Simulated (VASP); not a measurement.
Input:

```yaml
crystal:
  lattice:
    - [4.51645, 0.00000, 0.00000]
    - [0.00000, 4.51645, 0.00000]
    - [0.00000, 0.00000, 4.51645]
  atoms:
    - { symbol: Cs, position: [0.00000, 0.00000, 0.00000] }
    - { symbol: I, position: [0.50000, 0.50000, 0.50000] }
```

These are PBEsol GGA, VASP's PBE PAW potentials (set 64) (plane waves; VASP 6.6.1) values and carry that method's errors. Numerical set-up: 400 eV cut-off, 6×6×6 Γ-centred mesh, Gaussian smearing of 0.010 eV, potentials Cs_sv I.

Problem. Give the electronic dielectric tensor ε∞ (DFPT, local fields included).

Solution. 
```
3.49  0.00  0.00
0.00  3.49  0.00
0.00  0.00  3.49
```

Problem. Give the Born effective charges.

Solution. 
```json
[
 {"atom": "Cs1", "Z*xx": "1.32", "Z*yy": "1.32", "Z*zz": "1.32", "mean": "1.32"},
 {"atom": "I2", "Z*xx": "-1.32", "Z*yy": "-1.32", "Z*zz": "-1.32", "mean": "-1.32"}
]
```

Problem. And the static tensor with the ions free?

Solution. 
```
7.81  0.00  0.00
0.00  7.81  0.00
0.00  0.00  7.81
```

Problem. Which frequencies do the optical Γ-point modes have (no LO-TO splitting)?

Solution. 58 (×3) cm⁻¹.

The compound is CsI in the CsCl type structure. It was relaxed first.
